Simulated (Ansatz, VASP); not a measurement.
# Sb in VASP and in Ansatz

Contents of INCAR:

```
PREC     = Accurate       # precision mode
ENCUT    = 520            # plane-wave cutoff, eV
EDIFF    = 1E-6           # SCF threshold, eV
ISMEAR   = -1             # smearing method
SIGMA    = 0.05           # smearing width, eV
LREAL    = F              # projectors in reciprocal space
LASPH    = T              # aspherical terms in the spheres
NELM     = 100            # most SCF steps
ALGO     = Normal         # electronic algorithm
ISIF     = 2              # what is computed and relaxed
LWAVE    = F              # write WAVECAR
LCHARG   = F              # write CHGCAR
GGA      = PE             # functional
NBANDS   = 18             # bands
```

File KPOINTS:

```
Automatic mesh
0
Gamma
  7 7 7
```

POSCAR

```
Sb
1.0
   -4.0029627780      4.0029627780      2.0118924237
    4.0029627780     -4.0029627780      2.0118924237
    4.0029627780      4.0029627780     -2.0118924237
Sb
4
Direct
    0.6512630600      0.1512630600      0.8025261200
    0.1512630600      0.3487369400      0.5000000000
    0.3487369400      0.8487369400      0.1974738800
    0.8487369400      0.6512630600      0.5000000000
```

Contents of input.yaml:

```yaml
crystal:
  lattice:
    - [-4.002962778, 4.002962778, 2.0118924237]
    - [4.002962778, -4.002962778, 2.0118924237]
    - [4.002962778, 4.002962778, -2.0118924237]
  atoms:
    - { symbol: Sb, position: [0.65126306, 0.15126306, 0.80252612] }
    - { symbol: Sb, position: [0.15126306, 0.34873694, 0.5] }
    - { symbol: Sb, position: [0.34873694, 0.84873694, 0.19747388] }
    - { symbol: Sb, position: [0.84873694, 0.65126306, 0.5] }
hamiltonian:
  xc: pbe
  pseudopotentials: { kind: paw }
kpoints:
  mp_grid: { grid: [7, 7, 7] }
scf:
  occupations: { method: fermi_dirac, width: 0.05 }
output:
  forces: true
  stress: true
  eigenvalues: true
  write_density: true
  write_potential: true
  elf: true
  volumetric_format: npy
```

This isn't the form of Sb at room conditions, which is rhombohedral.

Alike in both runs: task single point; functional PBE; k mesh 7 × 7 × 7; occupations fermi-dirac, width 0.05 eV; no spin polarisation.

|  | VASP | Ansatz |
| --- | --- | --- |
| version | VASP 6.6.1 | Ansatz 0.2.0 |
| potentials or method | VASP PAW PBE potentials, release 64 (Sb) | Ansatz PAW |
| plane-wave cutoff (eV) | 520 | 420 |
| valence electrons in the cell | 20 | 60 |

|  | VASP | Ansatz | Ansatz less VASP |
| --- | --- | --- | --- |
| gap on the k mesh at the Fermi level (eV) | none | none | - |
| pressure (GPa) | 2.7 | 2.7 | +0.03 |
| largest component of the traceless stress (GPa) | 0.72 | 0.72 | -0.006 |
| rms of the force components (eV/Å) | 0.016 | 0.023 | +0.0066 |

Atom by atom the forces differ by 0.007 eV/Å (rms over components). A gap of «none» marks a metal or a gap that the smearing closes. The two sets of potentials don't hold the same shells in valence.

Spin-orbit coupling is left out, which matters for the levels of Sb.
